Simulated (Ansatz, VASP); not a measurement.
AlN: VASP beside Ansatz

Contents of INCAR:

```
PREC = Accurate
ENCUT = 520
EDIFF = 1E-7
ISMEAR = -1
SIGMA = 0.02
LREAL = False
LASPH = True
NELM = 100
ALGO = Normal
ISIF = 2
LWAVE = False
LCHARG = False
GGA = PE
NBANDS = 16
```

The input KPOINTS:

```
regular mesh
0
Gamma
  11 11 6
```

The input POSCAR:

```
AlN
1.0
    3.0689564278      0.0000000000      0.0000000000
   -1.5344782139      2.6577942296      0.0000000000
    0.0000000000      0.0000000000      4.9107214824
Al N
2 2
Direct
    0.3333333333      0.6666666667      0.0000000000
    0.6666666667      0.3333333333      0.5000000000
    0.3333333333      0.6666666667      0.3850000000
    0.6666666667      0.3333333333      0.8850000000
```

Input for Ansatz:

```yaml
crystal:
  lattice:
    - [3.0689564278, 0.0, 0.0]
    - [-1.5344782139, 2.6577942296, 0.0]
    - [0.0, 0.0, 4.9107214824]
  atoms:
    - { symbol: Al, position: [0.3333333333, 0.6666666667, 0.0] }
    - { symbol: Al, position: [0.6666666667, 0.3333333333, 0.5] }
    - { symbol: "N", position: [0.3333333333, 0.6666666667, 0.385] }
    - { symbol: "N", position: [0.6666666667, 0.3333333333, 0.885] }
kpoints:
  mp_grid: { grid: [11, 11, 6] }
  band_path:
    path:
      - [0.0, 0.0, 0.0]
      - [0.5, 0.0, 0.0]
      - [0.3333333333, 0.3333333333, 0.0]
      - [0.0, 0.0, 0.0]
      - [0.0, 0.0, 0.5]
      - [0.5, 0.0, 0.5]
      - [0.3333333333, 0.3333333333, 0.5]
      - [0.0, 0.0, 0.5]
      - [0.5, 0.0, 0.5]
    npoints: 5
scf:
  occupations: { method: fermi_dirac, width: 0.02 }
hamiltonian:
  xc: pbe
  pseudopotentials: { kind: all_electron, lapw: { basis_error: 0.001 } }
output:
  forces: true
  stress: true
  eigenvalues: true
```

Change from the starting cell: volume scaled by 0.96.

Alike in both runs: task single point; functional PBE; k mesh 11 × 11 × 6; occupations fermi-dirac, width 0.02 eV; no spin polarisation.

```csv
,VASP,Ansatz
version,VASP 6.6.1,Ansatz 0.2.0
potentials or method,"VASP PAW PBE potentials, release 64 (Al, N)","all-electron LAPW, scalar-relativistic"
plane-wave cutoff (eV),520,see its input
```

|  | VASP | Ansatz | Ansatz less VASP |
| --- | --- | --- | --- |
| gap on the k mesh at the Fermi level (eV) | 4.53 | 4.52 | -0.005 |
| pressure (GPa) | 13.0 | 13.2 | +0.13 |
| largest component of the traceless stress (GPa) | 1.96 | 1.99 | +0.024 |
| rms of the force components (eV/Å) | 0.106 | 0.106 | 0.0000 |

Atom by atom the forces differ by 0.000 eV/Å (rms over components). Ansatz ran all-electron here, so the differences hold the error of VASP's frozen core and of both bases.

Caveats: an odd mesh through Γ misses points on the zone boundary, where band edges often lie.
